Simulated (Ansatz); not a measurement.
# GaN: the band gap up the ladder of functionals

One table from this session's results is given with a row withheld; the runs are named, their logs left out.

The runs shown are made with Ansatz 0.2.0. PAW datasets, plane waves. Calculated at 0 K for a non-magnetic cell.

## Starting point

The cell was relaxed beforehand with r2SCAN.

Space group F-43m (No. 216), cubic; conventional cell a = 4.498 Å, 11.37 Å³ an atom. Around Ga lie 4 N at 1.95 Å; around N lie 4 Ga at 1.95 Å.

Structure file:

```cif
data_structure
_symmetry_space_group_name_H-M 'P 1'
_symmetry_Int_Tables_number 1
_cell_length_a 3.1805
_cell_length_b 3.1805
_cell_length_c 3.1805
_cell_angle_alpha 60.000
_cell_angle_beta 60.000
_cell_angle_gamma 60.000
_cell_volume 22.75
loop_
_atom_site_label
_atom_site_type_symbol
_atom_site_fract_x
_atom_site_fract_y
_atom_site_fract_z
_atom_site_occupancy
Ga1 Ga 0.00000 0.00000 0.00000 1
N1 N 0.75000 0.75000 0.75000 1
```

The first run:

Input file input.yaml:

```yaml
crystal:
  lattice:
    - [0.0, 2.2489526313, 2.2489526313]
    - [2.2489526313, 0.0, 2.2489526313]
    - [2.2489526313, 2.2489526313, 0.0]
  atoms:
    - { symbol: Ga, position: [0.0, 0.0, 0.0] }
    - { symbol: "N", position: [0.75, 0.75, 0.75] }
kpoints:
  mp_grid: { grid: [10, 10, 10] }
  band_path:
    path:
      - [[0.0, 0.0, 0.0], [-0.5, -0.5, -5.81106207037e-34], [-0.375, -0.375, 0.25]]
      - [[-0.375, -3.211643690662e-17, 0.375], [0.0, 0.0, 0.0], [-8.164815678841e-18, -8.164815678841e-18, 0.5], [-0.5, -0.25, 0.25], [-0.5, -0.5, -5.81106207037e-34]]
    npoints: 10
hamiltonian:
  xc: pbe
scf:
  occupations: { method: fermi_dirac, width: 0.02 }
  n_extra_bands: 4
output:
  forces: true
  stress: true
  eigenvalues: true
```

Run with:

```bash
$ ansatz run input.yaml --threads 1 --pin off --max-ram 2304MiB --backend cpu --events-out ev --progress --plain --runs-dir out
```

Among the steps run: PBE band path; r2SCAN at the same geometry; Single point with HSE06; PBE+SOC at the same geometry; PBE0; LDA at the same geometry; G0W0 on PBE; Quasiparticle levels, G0W0@PBE; Single point with DDH-PBE0; Single point with HSE06+SOC; Single point with LC-ωPBE; r2SCANh.

One table of the session follows, with a row left open; its other results are not shown here.

```
                     level  gap (eV)
                       PBE      1.76
                    r2SCAN      2.17
                     HSE06      3.01
                   PBE+SOC      1.75
                      PBE0      3.70
                       LDA      1.77
 G0W0@PBE (67 empty bands)      2.84
G0W0@PBE (168 empty bands)      2.84
                  DDH-PBE0         ?
                 HSE06+SOC      3.00
                   LC-ωPBE      8.30
                   r2SCANh      2.88
```

Estimate the missing values for DDH-PBE0.

**Answer.** gap (eV): 3.05. In the column «gap (eV)» it lies between HSE06 (3.01) and PBE0 (3.70).

Meshes: PBE 10×10×10, r2SCAN 10×10×10, HSE06 6×6×6, PBE+SOC 10×10×10, PBE0 6×6×6, LDA 10×10×10, DDH-PBE0 6×6×6, HSE06+SOC 6×6×6, LC-ωPBE 6×6×6, r2SCANh 6×6×6.

To keep in mind: Warnings in the runs' records: stress exchange threshold loose, stress scf threshold loose.
